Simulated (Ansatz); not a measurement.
**Relaxing an invented Si structure**

Method: Ansatz, DFT PBE, scalar-relativistic, plane waves, PAW. Cutoff 420 eV, Gaussian smearing, Γ-centred meshes. Cell and atoms relax first on a coarse mesh and then on a finer one. In between, the cell is made exact in the group found at 0.06 Å. In metals the finer mesh still leaves noise of several meV/atom or more. The steps can't lower the symmetry of their start. No spin polarisation.

The guess for Si was made by a generator: 5-connected net of one element (P2_1/c, No. 14). Lengths were set from tabulated atomic sizes, so they are only a guess.

```
CELL_PARAMETERS angstrom
4.02301 0.00000 0.00000
0.00000 3.10678 0.00000
-1.66252 0.00000 4.04388
ATOMIC_POSITIONS crystal
Si 0.77434 0.15954 0.16123
Si 0.22566 0.65954 0.33877
Si 0.22566 0.84046 0.83877
Si 0.77434 0.34046 0.66123
```

Energies count from the standard state of Si at the same level.

Q: Describe the relaxed structure.

A: The symmetry goes from P2_1/c (No. 14) to Cmce (No. 64). The volume per atom grows by 34.3 %, from 12.6 to 17.0 Å³. The shortest distance goes from 2.26 Å (Si–Si) to 2.44 Å (Si–Si). The energy falls by about 0.49 eV/atom (the start's value is from the coarse mesh). The end is written in a standard setting, so origin, axes and order of atoms can differ from the start's. Conventional cell: a = 4.751 Å, b = 7.631 Å, c = 3.744 Å. Si is surrounded by 5 Si at 2.44–2.51 Å.

```
CELL_PARAMETERS angstrom
2.37551 -3.81560 0.00000
2.37551 3.81560 0.00000
0.00000 0.00000 3.74374
ATOMIC_POSITIONS crystal
Si 0.35289 0.64711 0.14882
Si 0.14711 0.85289 0.64882
Si 0.64711 0.35289 0.85118
Si 0.85289 0.14711 0.35118
```

Q: Give its energy and gap.

A: The energy over the standard state is +0.36 eV/atom and the gap on the 12×12×12 mesh of the 4-atom cell is 0 eV (a metal).

So it is a metastable form at best.

The last run used Gaussian smearing of 0.10 eV. A later test with randomly moved atoms ended 1 meV/atom lower on a coarse mesh, in P-1 at a loose tolerance, which is no clear verdict on its stability. In all, the 3 runs took 2.9 min on 1 thread of Intel(R) Xeon(R) Platinum 8259CL CPU @ 2.50GHz (Skylake/Cascade Lake), with other jobs on the host. Another cell of Si relaxed alike, in P6/mmm, lies 53 meV/atom lower, so this cell isn't the stable form at this level.
